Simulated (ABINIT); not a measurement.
Input of an ABINIT 10.8.3 (patched build) run:

Contents of run.abi:

```
# Pseudopotentials
pp_dirpath "./"
pseudos "Sn.upf, Se.upf"

# Structure
acell 3.811 3.811 6.136 Angstrom
rprim
     1.0000000000     0.0000000000     0.0000000000
    -0.5000000000     0.8660254038     0.0000000000
     0.0000000000     0.0000000000     1.0000000000
ntypat 2
znucl 50 34
natom 3
typat 1 2 2
xred
     0.0000000000     0.0000000000     0.0000000000
     0.6666666667     0.3333333333     0.7510000000
     0.3333333333     0.6666666667     0.2490000000

# Plane-wave basis
ecut 39.0

# k points
kptopt 1
ngkpt 6 6 4
nshiftk 1
shiftk 0.0 0.0 0.0

# Exchange and correlation
ixc 11

# Bands and occupations
nband 28
occopt 3
tsmear 0.05 eV

# SCF cycle
nstep 100
tolvrs 1.0e-10

# Output
iomode 3
prtwf 0
prteig 0
prtebands 0
enunit 2
prtden 1
prtvha 1
prtvclmb 1
prtpot 1
prtelf 1
```

Potentials or basis: PseudoDojo NC SR PBE v0.4.1 standard.

The run is started by

```console
$ mpirun --bind-to none -np 4 abinit run.abi > log 2>&1
```

Question: Estimate the band gap on the k mesh.

Answer: 0.80 eV, indirect (least direct gap 1.06 eV).

Question: Estimate the largest force.

Answer: 0.809 eV/Å.

Stress tensor (GPa, compression positive):
```
5.00 0.00 0.00
0.00 5.00 0.00
0.00 0.00 6.25
```

Caveat: spin-orbit coupling is left out, which moves the levels of the heavy elements; this functional lacks dispersion, which binds the layers, so the pressure and a relaxed spacing across them are unreliable. A k mesh can miss the band edges.
